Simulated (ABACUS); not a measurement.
# MgO (Fm-3m) in ABACUS: reference runs

Aim: a first look at MgO with PBEsol, on the cell as given.

Program: ABACUS 3.10.1. These are calculated values, not measurements. Logs are shortened: lines on timing, memory, paths and dates and some standing lists are left out, and cuts for length are marked.

**The experiment to reproduce.**

“Electronic structure of alkaline earth and post-transition metal oxides”, 2009, arxiv:0908.1581 quotes, for a bulk crystal of MgO: band gap 7.83 eV.

The results are compared with them further down.

**1. Starting point**

It takes space group Fm-3m (No. 225, cubic). Conventional cell: a = 4.194 Å, b = 4.194 Å, c = 4.194 Å, α = 90.00°, β = 90.00°, γ = 90.00°. Mg (site symmetry m-3m) has 6 O at 2.10 Å as nearest neighbours. O (site symmetry m-3m) is surrounded by 6 Mg at 2.10 Å.

The cell is a database's computed one.

**2. Single point, PBEsol**

File INPUT:

```
INPUT_PARAMETERS
suffix              MgO
calculation         scf
basis_type          pw
pseudo_dir          ./
symmetry            1
dft_functional      pbesol
ecutwfc             84
pseudo_rcut         7
nspin               1
nbands              12
ks_solver           dav
smearing_method     fd
smearing_sigma      0.00367493
scf_thr             1e-08
scf_nmax            100
mixing_type         broyden
mixing_beta         0.7
cal_force           1
cal_stress          1
out_chg             1
out_pot             2
out_elf             1
```

File STRU:

```
ATOMIC_SPECIES
Mg 24.3050 Mg.upf
O 15.9990 O.upf

LATTICE_CONSTANT
1.8897261246

LATTICE_VECTORS
0.0000000000 2.0970013927 2.0970013927
2.0970013927 0.0000000000 2.0970013927
2.0970013927 2.0970013927 0.0000000000

ATOMIC_POSITIONS
Direct

Mg
0.0
1
0.0000000000 0.0000000000 0.0000000000 1 1 1

O
0.0
1
0.5000000000 0.5000000000 0.5000000000 1 1 1
```

File KPT:

```
K_POINTS
0
Gamma
11 11 11 0 0 0
```

Potentials or basis: PseudoDojo NC SR 0.4.1 PBEsol standard, plane waves.

Started as:

```bash
$ OMP_NUM_THREADS=1 mpirun -np 4 abacus > log
```

running log:

```text
ABACUS v3.10.1

               Atomic-orbital Based Ab-initio Computation at UStc

 ------------------------------------------------------------------------------------

 READING GENERAL INFORMATION
                           global_out_dir = OUT.MgO/
                           global_in_card = INPUT
                               pseudo_dir = ./
                              orbital_dir =
                                    DSIZE = 4
                                    GSIZE = 1

 READING UNITCELL INFORMATION
                                    ntype = 2
                  lattice constant (Bohr) = 1.88973
              lattice constant (Angstrom) = 1

 READING ATOM TYPE 1
                               atom label = Mg
                      L=0, number of zeta = 1
                      L=1, number of zeta = 1
                      L=2, number of zeta = 1
             number of atom for this type = 1

 READING ATOM TYPE 2
                               atom label = O
                      L=0, number of zeta = 1
                      L=1, number of zeta = 1
                      L=2, number of zeta = 1
             number of atom for this type = 1

                        TOTAL ATOM NUMBER = 2
DIRECT COORDINATES
    atom                   x                   y                   z     mag                  vx                  vy                  vz
taud_Mg1            0.0000000000        0.0000000000        0.0000000000  0.0000        0.0000000000        0.0000000000        0.0000000000
taud_O1            0.5000000000        0.5000000000        0.5000000000  0.0000        0.0000000000        0.0000000000        0.0000000000

                          Volume (Bohr^3) = 124.458
                             Volume (A^3) = 18.4427

 Lattice vectors: (Cartesian coordinate: in unit of a_0)
                   +0              +2.097              +2.097
               +2.097                  +0              +2.097
               +2.097              +2.097                  +0
 Reciprocal vectors: (Cartesian coordinate: in unit of 2 pi/a_0)
            -0.238436           +0.238436           +0.238436
            +0.238436           -0.238436           +0.238436
            +0.238436           +0.238436           -0.238436
 The esolver type has been set to : ksdft_pw

                PAO radial cut off (Bohr) = 7

 Read in pseudopotential file is Mg.upf
                     pseudopotential type = NC
          exchange-correlation functional = PBESOL
                 nonlocal core correction = 0
                        valence electrons = 10
                                     lmax = 1
                           number of zeta = 3
                     number of projectors = 4
                           L of projector = 0
                           L of projector = 0
                           L of projector = 1
                           L of projector = 1
                PAO radial cut off (Bohr) = 7

 Read in pseudopotential file is O.upf
                     pseudopotential type = NC
          exchange-correlation functional = PBESOL
                 nonlocal core correction = 1
                        valence electrons = 6
                                     lmax = 2
                           number of zeta = 2
                     number of projectors = 5
                           L of projector = 0
                           L of projector = 0
                           L of projector = 1
                           L of projector = 1
                           L of projector = 2
     initial pseudo atomic orbital number = 9

 SETUP THE ELECTRONS NUMBER
            electron number of element Mg = 10
      total electron number of element Mg = 10
             electron number of element O = 6
       total electron number of element O = 6
            AUTOSET number of electrons:  = 16
                           occupied bands = 8
                                   NBANDS = 12
                                   NLOCAL = 18

%%%%%%%%%%%%%%%%%%%%%%%%%%%%%%%%%%%%%%%%%%%%%%%%%%%%%%%%%%%%%%%%%%%%%%%%%%%%%%%%%%%%%%%%%%%%%%%%%%%%%%%%%%
 Warning: the number of valence electrons in pseudopotential > 2 for Mg: [Ne] 3s2
 Pseudopotentials with additional electrons can yield (more) accurate outcomes, but may be less efficient.
 If you're confident that your chosen pseudopotential is appropriate, you can safely ignore this warning.
%%%%%%%%%%%%%%%%%%%%%%%%%%%%%%%%%%%%%%%%%%%%%%%%%%%%%%%%%%%%%%%%%%%%%%%%%%%%%%%%%%%%%%%%%%%%%%%%%%%%%%%%%%

 SETUP THE PLANE WAVE BASIS
 energy cutoff for charge/potential (unit:Ry) = 336
            fft grid for charge/potential = [ 36, 36, 36 ]
                        fft grid division = [ 1, 1, 1 ]
        big fft grid for charge/potential = [ 36, 36, 36 ]
[... 62 lines left out ...]
                     BRAVAIS LATTICE NAME = 02. Cubic I (body-centered)
                                    ibrav = 2
                       right hand lattice = 1
(for k-lattice: )
                             BRAVAIS TYPE = 2
                     BRAVAIS LATTICE NAME = 02. Cubic I (body-centered)
                                    ibrav = 2
                       right hand lattice = 1
                        ROTATION MATRICES = 48
                               nkstot_ibz = 56
K-POINTS REDUCTION ACCORDING TO SYMMETRY
     IBZ    DIRECT_X    DIRECT_Y    DIRECT_Z  WEIGHT  ibz2bz
       1  0.00000000  0.00000000  0.00000000  0.0008       0
       2  0.09090909  0.09090909  0.09090909  0.0060       1
       3  0.18181818  0.18181818  0.18181818  0.0060       2
       4  0.27272727  0.27272727  0.27272727  0.0060       3
       5  0.36363636  0.36363636  0.36363636  0.0060       4
       6  0.45454545  0.45454545  0.45454545  0.0060       5
[... 22 lines left out ...]
      29 -0.36363636  0.36363636  0.36363636  0.0180      40
      30 -0.45454545  0.27272727  0.27272727  0.0090      41
[... 26 further k points ...]

                               nkstot now = 56
[... K-POINTS DIRECT COORDINATES: 56 rows ...]

           k-point number in this process = 56
       minimum distributed K point number = 56
[... stars of the k points ...]

[... K-POINTS CARTESIAN COORDINATES: 56 rows ...]

[... K-POINTS DIRECT COORDINATES: 56 rows ...]

 SETUP PLANE WAVES FOR WAVE FUNCTIONS
     energy cutoff for wavefunc (unit:Ry) = 84
              fft grid for wave functions = [ 36, 36, 36 ]
                    number of plane waves = 2277
                         number of sticks = 235

 PARALLEL PW FOR WAVE FUNCTIONS
     PROC   COLUMNS(POT)             PW
        1             59            569
        2             59            569
        3             59            570
        4             58            569
 --------------- sum -------------------
        4            235           2277

 SETUP NONLOCAL PSEUDOPOTENTIALS IN PLANE WAVE BASIS
 Mg non-local projectors:
 projector 1 L=0
 projector 2 L=0
 projector 3 L=1
 projector 4 L=1
 O non-local projectors:
 projector 1 L=0
 projector 2 L=0
 projector 3 L=1
 projector 4 L=1
 projector 5 L=2
      TOTAL NUMBER OF NONLOCAL PROJECTORS = 21

 Init Non-Local PseudoPotential table :
 Init Non-Local-Pseudopotential done.

                                     npwx = 412

 Make real space PAO into reciprocal space.
       max mesh points in Pseudopotential = 701
     dq(describe PAO in reciprocal space) = 0.01
                                    max q = 1104

 number of pseudo atomic orbitals for Mg is 3
WARNING: norm of atomic wavefunction # 3 of atomic type Mg is 0.994389, renormalized

 number of pseudo atomic orbitals for O is 2
WARNING: norm of atomic wavefunction # 2 of atomic type O is 0.999978, renormalized

 -------------------------------------------
 SELF-CONSISTENT
 -------------------------------------------
                                 init_chg = atomic

 PW ALGORITHM --------------- ION=   1  ELEC=   1--------------------------------

 Density error is 0.363534984317
                          Error Threshold = 0.01
----------------------------------------------------------
     Energy           Rydberg                 eV
----------------------------------------------------------
 E_KohnSham     -151.6850725212      -2063.7812878309
 E_Harris       -151.1020893055      -2055.8493942592
 E_Fermi        0.7217538580         9.8199650226
----------------------------------------------------------
[... 63 lines left out ...]
 Density error is 3.68347505382e-09
                          Error Threshold = 2.23673858451e-10
----------------------------------------------------------
     Energy           Rydberg                 eV
----------------------------------------------------------
 E_KohnSham     -151.8241962368      -2065.6741630902
 E_KS(sigma->0) -151.8241962368      -2065.6741630902
 E_Harris       -151.8241820676      -2065.6739703081
 E_band         -21.4111031864       -291.3130038005
 E_one_elec     -73.6936062655       -1002.6529513797
 E_Hartree      41.1459563724        559.8194563242
 E_xc           -24.1017806526       -327.9215488217
 E_Ewald        -95.1747656910       -1294.9191192130
 E_entropy(-TS) 0.0000000000         0.0000000000
 E_descf        0.0000000000         0.0000000000
 E_exx          0.0000000000         0.0000000000
 E_Fermi        0.7418362158         10.0931995171
----------------------------------------------------------

 charge density convergence is achieved
 final etot is -2065.6741631 eV
 EFERMI = 10.093199517 eV
The vacuum level is 6.3324132636 eV

 STATE ENERGY(eV) AND OCCUPATIONS    NSPIN == 1
 1/56 kpoint (Cartesian) = 0.0000 0.0000 0.0000 (405 pws)
       1       -63.7933     0.00150263
       2       -30.7367     0.00150263
       3       -30.7367     0.00150263
       4       -30.7367     0.00150263
       5       -9.10573     0.00150263
       6        8.09528     0.00150263
       7        8.09528     0.00150263
       8        8.09528     0.00150263
       9        12.8862    8.26718e-28
      10        23.9560        0.00000
      11        23.9560        0.00000
      12        23.9560        0.00000
[... 57 lines left out ...]
 6/56 kpoint (Cartesian) = 0.10838 0.10838 0.10838 (408 pws)
       1       -63.7839      0.0120210
       2       -30.8277      0.0120210
       3       -30.7459      0.0120210
       4       -30.7459      0.0120210
       5       -7.75560      0.0120210
       6        3.46140      0.0120210
       7        7.44583      0.0120210
       8        7.44583      0.0120210
       9        15.9456    1.76529e-53
      10        20.7008        0.00000
      11        24.4533        0.00000
      12        24.4533        0.00000

[... levels at 50 further k points ...]

------------------------------------------------------------------------------------------
 TOTAL-FORCE (eV/Angstrom)
------------------------------------------------------------------------------------------
                       Mg1         0.0000000000         0.0000000000         0.0000000000
                        O1         0.0000000000         0.0000000000         0.0000000000
------------------------------------------------------------------------------------------

----------------------------------------------------------------
 TOTAL-STRESS (KBAR)
----------------------------------------------------------------
        22.3579833067         0.0000000000         0.0000000000
         0.0000000000        22.3579833067        -0.0000000000
         0.0000000000        -0.0000000000        22.3579833067
----------------------------------------------------------------
 TOTAL-PRESSURE: 22.357983 KBAR

 --------------------------------------------
 !FINAL_ETOT_IS -2065.6741630902474753 eV
 --------------------------------------------
```

Run time: 3.6 s. Hardware: 4 MPI ranks of AMD EPYC 9R45 (Zen 5), shared host; peak memory 0.24 GiB.

Results:

```
Free energy            : -2065.6742 eV
Pressure               : 2.2 GPa
Band gap on the k mesh : 4.79 eV, direct
```

Levels at points of the mesh, in eV from the valence-band top:
```
           k point  band 4  band 5  band 6  band 7  band 8  band 9  band 10  band 11
(0.00, 0.00, 0.00)  -38.83  -17.20    0.00    0.00    0.00    4.79    15.86    15.86
```

**3. Against experiment**

Step 2. Measured gap of MgO: 7.83 eV (quoted in “Electronic structure of alkaline earth and post-transition metal oxides”, 2009, arxiv:0908.1581). This calculation gives 4.79 eV (-3.04 eV). The value is that of PBEsol, without temperature or zero-point motion. Semilocal functionals fall short of measured gaps as a rule. The cell is a database's relaxed one, not the measured one, which moves gaps too.
